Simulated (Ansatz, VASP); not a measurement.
**Cross-check of AlN between VASP and Ansatz**

One calculation is typed for both programs; each brings its own data sets and cutoff. How far apart do they land?

Program: Ansatz 0.2.0. Level of theory: plane waves, with VASP 6.6.1 beside it; band structure at HSE06 and band structure at PBE-EpsX with an exact-exchange share of 0.222. Results are calculated unless marked as measured.

### 1. The starting structure

It takes space group P6_3mc (No. 186, hexagonal). The conventional cell has a = 3.110 Å, b = 3.110 Å, c = 4.980 Å, α = 90.00°, β = 90.00°, γ = 120.00°. Nearest to Al lie 4 N at 1.89 to 1.90 Å. Nearest to N lie 4 Al at 1.89 to 1.90 Å. Farther neighbours and most contacts between anions are not listed.

### 2. VASP: band structure, HSE06

Levels along a path test the potential and the projectors away from the mesh points.

Lines of VASP's logs that name or quote its potential files are left out, and so is its time.

The run reads the wave functions of an earlier VASP run, which isn't shown here.

File INCAR:

```
SYSTEM = AlN
PREC = Accurate
ENCUT = 520
EDIFF = 1E-06
NELM = 100
ISMEAR = 0
SIGMA = 0.02
LREAL = .FALSE.
ALGO = Normal
LHFCALC = .TRUE.
AEXX = 0.25
GGA = PE
HFSCREEN = 0.2
LASPH = .TRUE.
NBANDS = 14
PRECFOCK = Fast
LORBIT = 11
LWAVE = .FALSE.
LCHARG = .FALSE.
KPAR = 8
```

File POSCAR:

```
AlN
1.0
    3.1100000000      0.0000000000      0.0000000000
   -1.5550000000      2.6933390058      0.0000000000
    0.0000000000      0.0000000000      4.9800000000
Al N
2 2
Direct
    0.6666666667      0.3333333333      0.0000000000
    0.3333333333      0.6666666667      0.5000000000
    0.6666666667      0.3333333333      0.3820000000
    0.3333333333      0.6666666667      0.8820000000
```

File KPOINTS:

```
Automatic mesh
0
Gamma
5 5 3
0 0 0
```

File KPOINTS_OPT:

```
Line mode
6
Line-mode
Reciprocal
  0.00000000   0.00000000   0.00000000 GAMMA
  0.50000000   0.00000000   0.00000000 M

  0.50000000   0.00000000   0.00000000 M
  0.33333333   0.33333333   0.00000000 K

  0.33333333   0.33333333   0.00000000 K
  0.00000000   0.00000000   0.00000000 GAMMA

  0.00000000   0.00000000   0.00000000 GAMMA
  0.00000000   0.00000000   0.50000000 A

  0.00000000   0.00000000   0.50000000 A
  0.50000000   0.00000000   0.50000000 L

  0.50000000   0.00000000   0.50000000 L
  0.33333333   0.33333333   0.50000000 H

  0.33333333   0.33333333   0.50000000 H
  0.00000000   0.00000000   0.50000000 A

  0.50000000   0.00000000   0.50000000 L
  0.50000000   0.00000000   0.00000000 M

  0.33333333   0.33333333   0.00000000 K
  0.33333333   0.33333333   0.50000000 H
```

PAW data sets: Al and N (PBE family, release 64).

Started as:

```console
mpirun -np 8 vasp_std
```

Numbers of over 12 decimals in the logs are rounded to 6 here.

Log:

```text
[banner, memory and clock lines left out]
running    8 mpi-ranks, on    1 nodes
 distrk:  each k-point on    1 cores,    8 groups
 distr:  one band on    1 cores,    1 groups

 POSCAR found type information on POSCAR AlN
 POSCAR found :  2 types and       4 ions
|                                                                             |
|           W    W    AA    RRRRR   N    N  II  N    N   GGGG   !!!           |
|           W    W   A  A   R    R  NN   N  II  NN   N  G    G  !!!           |
|           W    W  A    A  R    R  N N  N  II  N N  N  G       !!!           |
|           W WW W  AAAAAA  RRRRR   N  N N  II  N  N N  G  GGG   !            |
|           WW  WW  A    A  R   R   N   NN  II  N   NN  G    G                |
|           W    W  A    A  R    R  N    N  II  N    N   GGGG   !!!           |
|                                                                             |
|     For optimal performance we recommend to set                             |
|       NCORE = 2 up to number-of-cores-per-socket                            |
|     NCORE specifies how many cores store one orbital (NPAR=cpu/NCORE).      |
|     This setting can greatly improve the performance of VASP for DFT.       |
|     The default, NCORE=1 might be grossly inefficient on modern             |
|     multi-core architectures or massively parallel machines. Do your        |
|     Unfortunately you need to use the default for GW and RPA                |
|     calculations (for HF NCORE is supported but not extensively tested      |
|     yet).                                                                   |
|                                                                             |

 LDA part: xc-table for (Slater+PW92), standard interpolation
 found WAVECAR, reading the header
 POSCAR, INCAR and KPOINTS ok, starting setup
 FFT: planning ... GRIDC
 FFT: planning ... GRID_SOFT
 FFT: planning ... GRID
 reading WAVECAR
 the WAVECAR file was read successfully
 initial charge from wavefunction
 entering main loop
       N       E                     dE             d eps       ncg     rms          rms(c)
DAV:   1    -0.349509126599E+02   -0.34951E+02   -0.92191E-01   414   0.674E+00    0.126E+01
DAV:   2    -0.349566331298E+02   -0.57205E-02   -0.11701E-02   352   0.874E-01    0.821E+00
DAV:   3    -0.349555214634E+02    0.11117E-02   -0.29635E-04   346   0.168E-01    0.490E+00
DAV:   4    -0.349551081877E+02    0.41328E-03   -0.11092E-04   358   0.809E-02    0.289E+00
DAV:   5    -0.349549775864E+02    0.13060E-03   -0.35517E-05   364   0.460E-02    0.167E+00
DAV:   6    -0.349549335920E+02    0.43994E-04   -0.98079E-06   386   0.280E-02    0.962E-01
DAV:   7    -0.349549195276E+02    0.14064E-04   -0.36184E-06   352   0.181E-02    0.557E-01
DAV:   8    -0.349549146859E+02    0.48417E-05   -0.11410E-06   260   0.103E-02    0.326E-01
DAV:   9    -0.349549135346E+02    0.11513E-05   -0.62887E-07   242   0.756E-03    0.186E-01
DAV:  10    -0.349549132056E+02    0.32897E-06   -0.24512E-07   236   0.437E-03
   1 F= -.34954913E+02 E0= -.34954913E+02  d E =-.683150E-24
 Start KPOINTS_OPT (optional k-point list driver)
k-point batch [1-10\54]
       N       E                     dE             ncg
DAV:   1     0.742989065268E+03   -0.38083E+04      280
DAV:   2    -0.775406707730E+01   -0.75074E+03      356
DAV:   3    -0.739310284989E+02   -0.66177E+02      364
DAV:   4    -0.749989914463E+02   -0.10680E+01      370
DAV:   5    -0.750108618073E+02   -0.11870E-01      396
DAV:   6    -0.750110767708E+02   -0.21496E-03      370
DAV:   7    -0.750110814674E+02   -0.46966E-05      308
DAV:   8    -0.750110816130E+02   -0.14563E-06      266
[...]
k-point batch [51-54\54]
       N       E                     dE             ncg
DAV:   1     0.418901902046E+04   -0.25714E+04      112
DAV:   2     0.394676537765E+04   -0.24225E+03      144
DAV:   3     0.392693436100E+04   -0.19831E+02      148
DAV:   4     0.392658406485E+04   -0.35030E+00      160
DAV:   5     0.392658013664E+04   -0.39282E-02      154
DAV:   6     0.392658006736E+04   -0.69275E-04      150
DAV:   7     0.392658006567E+04   -0.16940E-05      128
DAV:   8     0.392658006562E+04   -0.51694E-07      104
```

From OUTCAR (step 2):

```text
ion  position               nearest neighbor table
   1  0.667  0.333  0.000-   4 1.89   4 1.89   4 1.89   3 1.90   2 3.07   2 3.07   2 3.07   2 3.07
                             2 3.07   2 3.07
   2  0.333  0.667  0.500-   3 1.89   3 1.89   3 1.89   4 1.90   1 3.07   1 3.07   1 3.07   1 3.07
                             1 3.07   1 3.07
   3  0.667  0.333  0.382-   2 1.89   2 1.89   2 1.89   1 1.90
   4  0.333  0.667  0.882-   1 1.89   1 1.89   1 1.89   2 1.90

  LATTYP: Found a hexagonal cell.
 ALAT       =     3.1100000000
 C/A-ratio  =     1.6012861736

 Subroutine GETGRP returns: Found 12 space group operations
 (whereof  6 operations were pure point group operations)

The static configuration has the point symmetry C_3v.
 The point group associated with its full space group is C_6v.

 Found     10 irreducible k-points:

   k-points           NKPTS =     10   k-points in BZ     NKDIM =     75   number of bands    NBANDS=     14

   dimension x,y,z NGX =    24 NGY =   24 NGZ =   40
   dimension x,y,z NGXF=    48 NGYF=   48 NGZF=   80

   ENCUT  =  520.0 eV  38.22 Ry    6.18 a.u.   5.78  5.78  9.26*2*pi/ulx,y,z

   NELECT =      16.0000    total number of electrons

 k-points in reciprocal lattice and weights: Automatic mesh
   0.00000000  0.00000000  0.00000000       0.013
   0.20000000 -0.00000000  0.00000000       0.080
   0.40000000 -0.00000000  0.00000000       0.080
   0.20000000  0.20000000  0.00000000       0.080
   0.40000000  0.20000000  0.00000000       0.080
   0.00000000  0.00000000  0.33333333       0.027
   0.20000000 -0.00000000  0.33333333       0.160
   0.40000000 -0.00000000  0.33333333       0.160
   0.20000000  0.20000000  0.33333333       0.160
   0.40000000  0.20000000  0.33333333       0.160

  exchange ACFDT corr.  =         0.00000000  see jH, gK, PRB 81, 115126

 average (electrostatic) potential at core
       1 -67.6849       2 -67.6849       3 -54.8624       4 -54.8624

 E-fermi :   5.3899

 k-point     1 :       0.0000    0.0000    0.0000
  band No.  band energies     occupation
    ...
      4       4.2834      2.00000
      5       4.2834      2.00000
      6       5.0085      2.00000
      7       5.0085      2.00000
      8       5.2530      2.00000
      9      10.8378      0.00000
     10      13.4034      0.00000
     11      17.7489      0.00000
     12      18.0391      0.00000
     13      18.0391      0.00000
    ...

 k-point     2 :       0.2000   -0.0000    0.0000
  band No.  band energies     occupation
    ...
      4       2.2640      2.00000
      5       3.2236      2.00000
      6       3.7178      2.00000
      7       4.8680      2.00000
      8       4.9651      2.00000
      9      12.5143      0.00000
     10      14.6083      0.00000
     11      15.5549      0.00000
     12      16.6588      0.00000
     13      18.9076      0.00000
    ...

 k-point     3 :       0.4000   -0.0000    0.0000
  band No.  band energies     occupation
    ...
      4       0.9872      2.00000
      5       1.1152      2.00000
      6       3.0384      2.00000
      7       3.8356      2.00000
      8       4.5335      2.00000
      9      12.6406      0.00000
     10      12.7935      0.00000
     11      14.9327      0.00000
     12      17.3072      0.00000
     13      17.9565      0.00000
    ...

  energy-cutoff  :      520.00
  volume of cell :       41.71
      direct lattice vectors                 reciprocal lattice vectors
     3.110000000  0.000000000  0.000000000     0.321543408  0.185643173  0.000000000
    -1.555000000  2.693339006  0.000000000     0.000000000  0.371286347  0.000000000
     0.000000000  0.000000000  4.980000000     0.000000000  0.000000000  0.200803213

 POSITION                                       TOTAL-FORCE (eV/Angst)
 -----------------------------------------------------------------------------------
      1.55500      0.89778      0.00000        -0.000000     -0.000000      0.009149
     -0.00000      1.79556      2.49000         0.000000     -0.000000      0.009149
      1.55500      0.89778      1.90236        -0.000000      0.000000     -0.009149
     -0.00000      1.79556      4.39236         0.000000     -0.000000     -0.009149
 -----------------------------------------------------------------------------------
    total drift:                                0.000000      0.000000      0.000207

  FREE ENERGIE OF THE ION-ELECTRON SYSTEM (eV)
  ---------------------------------------------------
  free  energy   TOTEN  =       -34.9549132056 eV

  energy  without entropy=      -34.9549132056  energy(sigma->0) =      -34.95491321

 total charge
# of ion       s       p       d       tot
------------------------------------------
    1        0.420   0.456   0.000   0.877
    2        0.420   0.456   0.000   0.877
    3        1.222   2.654   0.000   3.876
    4        1.222   2.654   0.000   3.876
--------------------------------------------------
tot          3.285   6.221   0.000   9.506

[... 3 further parts left out ...]
```

(Part 1 of 3 ends here.)

[Lines on the potential files, build, host, timing and source positions are cut from VASP's logs without a mark.]

[Logs are printed without paths, hosts, clocks, repeated set-up lines and the standing remarks that a program may print on its own settings, such as how far it seeks lower states.]

[Hosts, paths, dates, database ids (printed as entryN), source tags and the programs' standing remarks are cut or masked in the printed files.]
